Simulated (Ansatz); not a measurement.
Zn under changes of volume

One of the cells (15.169 Å³/atom); the others are scaled copies at fixed shape and fractional positions:

```
Zn
1.0
     0.00000    1.96478    1.96478
     1.96478    0.00000    1.96478
     1.96478    1.96478    0.00000
Zn
1
Direct
  0.00000 0.00000 0.00000
```

This isn't the form of Zn at room conditions, which is hcp.

| Item | Value |
| --- | --- |
| Program | Ansatz 0.2.0 |
| Functional | LDA |
| Potentials or basis | all-electron LAPW, scalar-relativistic |
| Cutoff | 240 eV (chosen from the basis error) |
| Basis error allowed | 0.001 eV/atom |
| k mesh | 12 × 12 × 12 |
| Occupations | fermi-dirac, width 0.05 eV |
| Spin | no spin polarisation |

```tsv
volume (Å³/atom)	energy over the lowest point (meV/atom)	pressure (GPa)
14.259	0.00	-4.8
14.563	10.51	-6.2
14.866	?	?
15.169	38.74	-8.5
15.473	55.86	-9.4
15.776	74.60	-10.2
16.080	94.69	-10.9
```

Question: What does the run at 14.866 Å³/atom give?

Answer: Energy over the lowest point 23.53 meV/atom; pressure -7.4 GPa.

Worked out: A Birch-Murnaghan fit of order 3 (a polynomial in V^(-2/3)) to the other rows has no minimum within the range. It gives 23.53 meV/atom at 14.866 Å³/atom, against the run's 23.53, and -dE/dV = -7.5 GPa, against -7.4.

Energies are extrapolated to zero smearing.
